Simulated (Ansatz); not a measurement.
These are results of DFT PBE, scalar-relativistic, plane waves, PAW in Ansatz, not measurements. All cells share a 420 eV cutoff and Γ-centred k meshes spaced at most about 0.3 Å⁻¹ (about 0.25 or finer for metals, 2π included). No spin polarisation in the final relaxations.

All energies are static (0 K, no zero-point motion). All come from trial cells, and lower structures may exist.

Question: These unrelaxed guesses for B are each relaxed within their symmetry. Order them by the energy at which they end, lowest first.
1.

Space group R32:H (No. 155). a = 5.429 Å, b = 5.429 Å, c = 4.827 Å, α = 90.00°, β = 90.00°, γ = 120.00°
```
atom  site  symmetry       x       y       z
   B    6c        3. 0.0000  0.0000  0.3295
   B    9d        .2  0.2788  0.3333  0.3333
```

2.

Space group Fddd:1 (No. 70). a = 2.462 Å, b = 5.100 Å, c = 8.225 Å, α = 90.00°, β = 90.00°, γ = 90.00°
| atom | site | symmetry | x | y | z |
| --- | --- | --- | --- | --- | --- |
| B | 16g | ..2 | 0.0000 | 0.0000 | 0.8173 |

3.

Space group Cmmm (No. 65). a = 2.785 Å, b = 6.435 Å, c = 2.468 Å, α = 90.00°, β = 90.00°, γ = 90.00°
```csv
atom,site,symmetry,x,y,z
B,4j,m2m,0.0000,0.3220,0.5000
B,2b,mmm,0.5000,0.0000,0.0000
```

4.

Space group I-42m (No. 121). a = 5.043 Å, b = 5.043 Å, c = 4.532 Å, α = 90.00°, β = 90.00°, γ = 90.00°
```json
{"atom": "B", "site": "16j", "symmetry": "1", "x": "0.7949", "y": "0.4372", "z": "0.3183"}
```

Answer: 1 (ends in R32, 0 meV/atom), 4 (ends in P4_2/mmc, 284 meV/atom), 2 (ends in Fddd, 297 meV/atom), 3 (ends in Cmmm, 0.32 eV/atom).

For metals, differences of a few meV/atom aren't resolved. With atoms moved at random, P4_2/mmc came back. Other cells relaxed within their symmetry can be saddle points. The part of the Crystallography Open Database at hand lists B in space groups No. 58, 134, 166; no cell shown has one of them. Some candidate types were left out of the draw beforehand, so a known form may be missing.
